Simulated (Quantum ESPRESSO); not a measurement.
The system is PtS2.

```
Pt S
1.0
     3.54320    0.00000    0.00000
    -1.77160    3.06850    0.00000
     0.00000    0.00000    5.03880
Pt S
1 2
Cartesian
  0.0000 0.0000 0.0000
  1.7716 1.0228 3.8950
  0.0000 2.0457 1.1438
```

| Property | Result |
| --- | --- |
| Program | Quantum ESPRESSO 7.5 |
| Task | Hubbard U by linear response |
| Functional | PBEsol |
| Potentials or basis | GBRV 1.5 PBEsol |
| Cutoff | 612 eV |
| Density cutoff | 4898 eV |
| k mesh | 6 × 6 × 4 |
| Occupations | fermi-dirac, width 0.05 eV |
| Spin | no spin polarisation |
| Hubbard terms | Pt d U = 2.0 eV |
| Start of the occupations | default |
| Hubbard projectors | ortho-atomic |
| Mixing beta | 0.3 |
| Most SCF iterations | 120 |
| SCF threshold | 6e-10 Ry |
| q mesh | 2 × 2 × 2 |

The first run showed a gap, so the response started from a second, tighter run with fixed occupations.

Problem. What Hubbard parameters does linear response give?

Solution. U = 4.75 eV on Pt 5d. The values belong to these projectors, potentials and this ground state, and don't carry over to other codes.

Hubbard U from linear response:
```csv
site,manifold,U (eV)
1,Pt-5d,4.75
```
On the first site the bare response is -0.243 and the screened one -0.113 eV⁻¹.

Eigenvalues of the final occupation matrices:
```csv
site,spin,trace,eigenvalues
Pt 1 5d,each,4.33,0.70 0.70 0.98 0.98 0.98
```

Caveat: spin-orbit coupling is left out, which moves the levels of the heavy elements.
